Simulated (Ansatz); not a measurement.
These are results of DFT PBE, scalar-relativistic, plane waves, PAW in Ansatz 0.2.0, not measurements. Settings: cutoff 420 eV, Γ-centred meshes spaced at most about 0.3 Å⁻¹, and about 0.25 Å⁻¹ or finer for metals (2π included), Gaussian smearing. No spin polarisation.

All energies are static (0 K, no zero-point motion).

Two relaxed structures of Zn₂Ga₂O₃:

A.

```yaml
crystal:
  lattice:
    - [2.98056, 0.00000, 0.00000]
    - [-1.49028, 2.58124, 0.00000]
    - [0.00000, 0.00000, 12.86772]
  atoms:
    - { symbol: Zn, position: [0.33333, 0.66667, 0.59033] }
    - { symbol: Zn, position: [0.66667, 0.33333, 0.40967] }
    - { symbol: Ga, position: [0.33333, 0.66667, 0.11036] }
    - { symbol: Ga, position: [0.66667, 0.33333, 0.88964] }
    - { symbol: O, position: [0.33333, 0.66667, 0.82824] }
    - { symbol: O, position: [0.66667, 0.33333, 0.17176] }
    - { symbol: O, position: [0.00000, 0.00000, 0.00000] }
```

B.

```yaml
crystal:
  lattice:
    - [3.06142, 0.00000, 0.00000]
    - [-1.53071, 2.65127, 0.00000]
    - [0.00000, 0.00000, 12.00415]
  atoms:
    - { symbol: Zn, position: [0.33333, 0.66667, 0.10408] }
    - { symbol: Zn, position: [0.66667, 0.33333, 0.89592] }
    - { symbol: Ga, position: [0.00000, 0.00000, 0.67106] }
    - { symbol: Ga, position: [0.00000, 0.00000, 0.32894] }
    - { symbol: O, position: [0.66667, 0.33333, 0.20664] }
    - { symbol: O, position: [0.33333, 0.66667, 0.79336] }
    - { symbol: O, position: [0.00000, 0.00000, 0.00000] }
```

Question: Which is lower in energy, and by how much?

Answer: A is lower, by 109 meV/atom. A has space group P-3m1 (No. 164), 14.1 Å³/atom and no gap on its mesh; B has space group P-3m1 (No. 164), 13.9 Å³/atom and no gap. Counting O atoms around Ga and Zn (those within 1.25 times the shortest such distance or 1.15 times the sum of covalent radii; a plus sign parts nearer from farther groups; the shortest distance is added where it is long for a bond), A has Zn 1 from 3.1 Å, Ga 3+3 and B has Zn 6, Ga 3 from 2.3 Å. In A, around Zn lie 9 Zn at 2.89–2.98 Å and 1 O at 3.06 Å; around Ga lie 3 O at 1.89 Å and 3 O at 2.23 Å; O on a site of symmetry 3m has 3 Ga at 1.89 Å, 3 O at 2.80 Å, 6 O at 2.98 Å and 1 Zn at 3.06 Å; 1 more site not described. In B, Zn is surrounded by 6 O at 2.15–2.16 Å; Ga is surrounded by 3 O at 2.30 Å; O on a site of symmetry 3m has 3 Zn at 2.15 Å and 3 Ga at 2.30 Å; 1 more site not described. Both come from invented guesses. The lowest form computed isn't among them: it has space group P3m1 (No. 156), 15.3 Å³/atom and lies 17 meV/atom below the best shown.

Weakly bound directions are ill-defined at this level, which has no dispersion term (P-3m1 at 14.1 Å³/atom, P-3m1 at 13.9 Å³/atom), and this can change margins and order among such cells. Cells relaxed within their symmetry can be saddle points. Some candidate types were left out of the draw beforehand, so a known form may be missing.
